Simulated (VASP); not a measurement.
# Al (Fm-3m) in VASP: notebook

One crystal, Al, is run at these levels: PBE; tasks: relaxation of cell and atoms, single point.

All numbers are computed with VASP 6.6.1; they aren't measurements. Logs are shortened: lines on timing, memory, paths and dates and some standing lists are left out, and cuts for length are marked.

## 1. The structure

Symmetry: Fm-3m, No. 225, cubic system. The conventional cell has a = 4.050 Å, b = 4.050 Å, c = 4.050 Å, α = 90.00°, β = 90.00°, γ = 90.00°. Al (site symmetry m-3m) has 12 Al at 2.86 Å as nearest neighbours.

## 2. Relaxation of cell and atoms, PBE

INCAR reads:

```
SYSTEM = Al
PREC     = Accurate       ! precision mode
ENCUT    = 520            ! plane-wave cutoff, eV
EDIFF    = 0.05           ! SCF threshold, eV
ISMEAR   = 0              ! smearing method
SIGMA    = 0.1            ! smearing width, eV
LREAL    = .FALSE.        ! projectors in reciprocal space
LASPH    = .TRUE.         ! aspherical terms in the spheres
NELM     = 100            ! most SCF steps
ALGO     = Fast           ! electronic algorithm
ISIF     = 3              ! what is computed and relaxed
LWAVE    = .FALSE.        ! write WAVECAR
LCHARG   = .FALSE.        ! write CHGCAR
GGA      = PE             ! functional
IBRION   = 2              ! ionic algorithm
NSW      = 80             ! ionic steps
EDIFFG   = -0.002         ! ionic threshold
```

KPOINTS reads:

```
Automatic mesh
0
G
  18 18 18
  0 0 0
```

POSCAR reads:

```
Al
1.0
    0.0000000000      2.0248050000      2.0248050000
    2.0248050000      0.0000000000      2.0248050000
    2.0248050000      2.0248050000      0.0000000000
Al
1
Direct
    0.0000000000      0.0000000000      0.0000000000
```

Potentials or basis: VASP PAW PBE potentials, release 64 (Al).

Launch:

```bash
$ cat potpaw_PBE.64/Al/POTCAR > POTCAR
$ mpirun -np 1 vasp_std > vasp.out
```

OUTCAR:

```text
SYSTEM = Al
   PREC = Accurate
   ENCUT = 520
   EDIFF = 0.05
   ISMEAR = 0
   LREAL = .FALSE.
   LASPH = .TRUE.
   NELM = 100
   ISIF = 3
   GGA = PE
   IBRION = 2
   NSW = 80
   EDIFFG = -0.002

 ion  position               nearest neighbor table
   1  0.000  0.000  0.000-

  LATTYP: Found a face centered cubic cell.
 ALAT       =     4.0496100000

  Lattice vectors:

 A1 = (   0.0000000000,   2.0248050000,   2.0248050000)
 A2 = (   2.0248050000,   0.0000000000,   2.0248050000)
 A3 = (   2.0248050000,   2.0248050000,   0.0000000000)

Analysis of symmetry for initial positions (statically):
=====================================================================
 Subroutine PRICEL returns:
 Original cell was already a primitive cell.

 Routine SETGRP: Setting up the symmetry group for a
 face centered cubic supercell.

 Subroutine GETGRP returns: Found 48 space group operations
 (whereof 48 operations were pure point group operations)
 out of a pool of 48 trial point group operations.

The static configuration has the point symmetry O_h .

Analysis of symmetry for dynamics (positions and initial velocities):
=====================================================================
 Subroutine PRICEL returns:
 Original cell was already a primitive cell.

 Routine SETGRP: Setting up the symmetry group for a
 face centered cubic supercell.

 Subroutine GETGRP returns: Found 48 space group operations
 (whereof 48 operations were pure point group operations)
 out of a pool of 48 trial point group operations.

The dynamic configuration has the point symmetry O_h .

 Subroutine INISYM returns: Found 48 space group operations
 (whereof 48 operations are pure point group operations),
 and found     1 'primitive' translations

----------------------------------------------------------------------------------------

                                     Primitive cell

  volume of cell :      16.6027

  direct lattice vectors                    reciprocal lattice vectors
     0.000000000  2.024805000  2.024805000    -0.246937359  0.246937359  0.246937359
     2.024805000  0.000000000  2.024805000     0.246937359 -0.246937359  0.246937359
     2.024805000  2.024805000  0.000000000     0.246937359  0.246937359 -0.246937359

  length of vectors
     2.863506692  2.863506692  2.863506692     0.427708053  0.427708053  0.427708053

  position of ions in fractional coordinates (direct lattice)
[... 85 lines left out ...]
   POTIM  = 0.5000    time-step for ionic-motion
   TEBEG  =    0.0;   TEEND  =   0.0 temperature during run
   PSTRESS=    0.0 pullay stress
   NELECT =       3.0000    total number of electrons
   NUPDOWN=      -1.0000    fix difference up-down
   EMIN   =  10.00;   EMAX   =-10.00  energy-range for DOS
   EFERMI =   0.00;   METHOD = LEGACY
   ISMEAR =     0;   SIGMA  =   0.10  broadening in eV -4-tet -1-fermi 0-gaus
   EFERMI_NEDOS =   21; number of points for ismear=-14 and -15
   IALGO  =     68    algorithm
   IMIX   =      4    mixing-type and parameters
     AMIX     =   0.40;   BMIX     =  1.00
     AMIX_MAG =   1.60;   BMIX_MAG =  1.00
  volume/ion in A,a.u.               =      16.60       112.04
  Fermi-wavevector in a.u.,A,eV,Ry     =   0.925526  1.748991 11.654733  0.856599
  Thomas-Fermi vector in A             =   2.051390
   LORBIT       =      0    0 simple, 1 ext, 2 COOP (PROOUT), +10 PAW based schemes
   GGA     = PE    functional components
   LHFCALC =     F    Hartree Fock is set to
   AEXX    =    0.0000 exact exchange contribution
   IVDW    =     0    specifies the selected vdW correction
   LEPSILON=     F    determine dielectric tensor
   LRPA    =     F    only Hartree local field effects (RPA)
 conjugate gradient relaxation of ions
 non-spin polarized calculation
 RMM-DIIS sequential band-by-band and
 Gauss-broadening in eV      SIGMA  =   0.10
  energy-cutoff  :      520.00
  volume of cell :       16.60
 maximum number of plane-waves:       459
 NGX is ok and might be reduce to    24
   NGX = 11   NGY = 11   NGZ = 11

--------------------------------------- Ionic step        1  -------------------------------------------

 number of electron       3.0000000 magnetization

 Free energy of the ion-electron system (eV)
  ---------------------------------------------------
  ext. energy  EPLUGINS =         0.00000000
  ---------------------------------------------------
  free energy    TOTEN  =        -3.75379679 eV

  energy without entropy =       -3.75087540  energy(sigma->0) =       -3.75233610

------------------------ aborting loop because EDIFF is reached ----------------------------------------

  FORCE on cell =-STRESS in cart. coord.  units (eV):
  Direction    XX          YY          ZZ          XY          YZ          ZX
  --------------------------------------------------------------------------------------
  -------------------------------------------------------------------------------------
  Total       -0.2456616     -0.2456616     -0.2456616     -0.0000000      0.0000000     -0.0000000
  in kB      -23.7065433    -23.7065433    -23.7065433     -0.0000000      0.0000000     -0.0000000
  external PRESSURE =     -23.7065433 kB  Pullay stress =       0.0000000 kB
[... 162 lines left out ...]
--------------------------------------- Ionic step        6  -------------------------------------------

 number of electron       3.0000000 magnetization

 Free energy of the ion-electron system (eV)
  ---------------------------------------------------
  ext. energy  EPLUGINS =         0.00000000
  ---------------------------------------------------
  free energy    TOTEN  =        -3.74453770 eV

  energy without entropy =       -3.74161182  energy(sigma->0) =       -3.74307476

 E-fermi :   7.9940     XC(G=0): -10.1976

 val. band max:        7.9875013967   @ k =  -0.2778   0.2778   0.0556
 cond. band min:       7.9947831023   @ k =  -0.2778   0.5000   0.2222
 fundamental gap:      0.0072817055
 Fermi energy:         7.9939953495

 k-point     1 :       0.0000    0.0000    0.0000
  band No.  band energies     occupation
      1      -3.1334      2.00000
      2      20.6233      0.00000
      3      20.6233      0.00000
      4      20.6233      0.00000
      5      22.1172      0.00000
[... 177 lines left out ...]
 k-point    24 :      -0.2222    0.0556    0.0000
  band No.  band energies     occupation
      1      -1.4919      2.00000
      2      11.8442      0.00000
      3      17.2890      0.00000
      4      20.1410      0.00000
      5      21.8867      0.00000

 [... further k-points ...]
[... 5 lines left out ...]
  --------------------------------------------------------------------------------------
  -------------------------------------------------------------------------------------
  Total        0.0001866      0.0001866      0.0001866      0.0000000     -0.0000000     -0.0000000
  in kB        0.0181261      0.0181261      0.0181261      0.0000000     -0.0000000     -0.0000000
  external PRESSURE =       0.0181261 kB  Pullay stress =       0.0000000 kB
[... 16 lines left out ...]
  FREE ENERGIE OF THE ION-ELECTRON SYSTEM (eV)
  ---------------------------------------------------
  free  energy   TOTEN  =        -3.7445377048 eV

  energy  without entropy=       -3.7416118168  energy(sigma->0) =       -3.74307476

 reached required accuracy - stopping structural energy minimisation
```

OSZICAR:

```text
N       E                     dE             d eps       ncg     rms          rms(c)
DAV:   1    -0.168338794549E+01   -0.16834E+01   -0.87954E+02  2045   0.327E+02
DAV:   2    -0.374426252738E+01   -0.20609E+01   -0.19419E+01  2515   0.306E+01
DAV:   3    -0.376664654614E+01   -0.22384E-01   -0.22045E-01  2615   0.351E+00
DAV:   4    -0.376672340421E+01   -0.76858E-04   -0.76847E-04  2585   0.198E-01
[... 17 lines left out ...]
RMM:   2    -0.374453659190E+01    0.76547E-05   -0.84908E-06   803   0.284E-02
   5 F= -.37445366E+01 E0= -.37430691E+01  d E =0.926020E-02
       N       E                     dE             d eps       ncg     rms          rms(c)
DAV:   1    -0.374453873302E+01    0.55136E-05   -0.91164E-05  1055   0.661E-02    0.669E-03
RMM:   2    -0.374453770482E+01    0.10282E-05   -0.36336E-07   384   0.145E-02
   6 F= -.37445377E+01 E0= -.37430748E+01  d E =0.925909E-02
```

It took 10 s on 1 thread of Intel Xeon Platinum 8559C (Emerald Rapids), shared host; peak memory 0.14 GiB.

What came out:

```
Free energy                            : -3.7445 eV
Relaxed volume                         : 16.50 Å³/atom
Relaxed cell                           : a = 2.857 Å, b = 2.857 Å, c = 2.857 Å, α = 60.00°, β = 60.00°, γ = 60.00°
Space group after relaxing (to 0.05 Å) : Fm-3m (No. 225)
Energy gained by relaxing              : -9.3 meV/atom
Ionic steps                            : 6
Pressure after relaxing                : 0.0 GPa
Band gap on the k mesh                 : none (metal or under the smearing width)
```

Step by step:
```tsv
step	energy change (eV)	largest force (eV/Å)	pressure (GPa)	volume (Å³)
1	0.0000	0.0000	-2.37	16.60
2	0.0124	0.0000	2.13	16.02
3	0.0098	0.0000	1.06	16.29
4	0.0094	0.0000	0.56	16.38
5	0.0093	0.0000	0.14	16.47
6	0.0093	0.0000	0.00	16.50
```

Final structure:
```xyz
1
Lattice="0.0000 2.0204 2.0204 2.0204 0.0000 2.0204 2.0204 2.0204 0.0000" Properties=species:S:1:pos:R:3 pbc="T T T"
Al    0.0000    0.0000    0.0000
```

## 3. Relaxation of cell and atoms, PBE

This run uses another cell than the first one, of 16.50 Å³/atom, 0.994 times its volume.

INCAR is that of step 2.

KPOINTS is that of step 2.

POSCAR reads:

```
Al                                      
1.0
   -0.0000000000      2.0204477004      2.0204477004
    2.0204477004     -0.0000000000      2.0204477004
    2.0204477004      2.0204477004     -0.0000000000
  Al            
     1
Direct
     0.0000000000000000    0.0000000000000000    0.0000000000000000
```

Potentials or basis: VASP PAW PBE potentials, release 64 (Al).

Launch:

```bash
$ cat potpaw_PBE.64/Al/POTCAR > POTCAR
$ mpirun -np 1 vasp_std > vasp.out
```

It took 12 s on 1 thread of Intel Xeon Platinum 8559C (Emerald Rapids), shared host; peak memory 0.14 GiB.

The run converged. Its results:

```
Free energy                            : -3.7445 eV
Relaxed volume                         : 16.49 Å³/atom
Relaxed cell                           : a = 2.857 Å, b = 2.857 Å, c = 2.857 Å, α = 60.00°, β = 60.00°, γ = 60.00°
Space group after relaxing (to 0.05 Å) : Fm-3m (No. 225)
Energy gained by relaxing              : -9.5 meV/atom
Ionic steps                            : 8
Pressure after relaxing                : 0.0 GPa
Band gap on the k mesh                 : none (metal or under the smearing width)
```

Step by step:
```csv
step,energy change (eV),largest force (eV/Å),pressure (GPa),volume (Å³)
1,0.0000,0.0000,-1.88,16.50
2,0.0125,0.0000,2.08,16.04
3,0.0102,0.0000,1.13,16.27
4,0.0097,0.0000,0.69,16.36
5,0.0095,0.0000,0.23,16.45
6,0.0095,0.0000,0.10,16.47
7,0.0095,0.0000,0.05,16.48
8,0.0095,0.0000,0.02,16.49
```

Final structure:
```yaml
crystal:
  lattice:
    - [0.00000, 2.02022, 2.02022]
    - [2.02022, 0.00000, 2.02022]
    - [2.02022, 2.02022, 0.00000]
  atoms:
    - { symbol: Al, position: [0.00000, 0.00000, 0.00000] }
```

Levels at points of the mesh, in eV from the Fermi level:
| k point | band 1 | band 2 | band 3 | band 4 |
| --- | --- | --- | --- | --- |
| (0.00, 0.00, 0.00) | -11.13 | 12.63 | 12.63 | 12.63 |
| (0.50, 0.00, 0.00) | -4.59 | -4.37 | 11.43 | 11.47 |
| (0.50, 0.50, 0.00) | -2.92 | -1.59 | 5.27 | 5.61 |

(Part 1 of 2 ends here.)
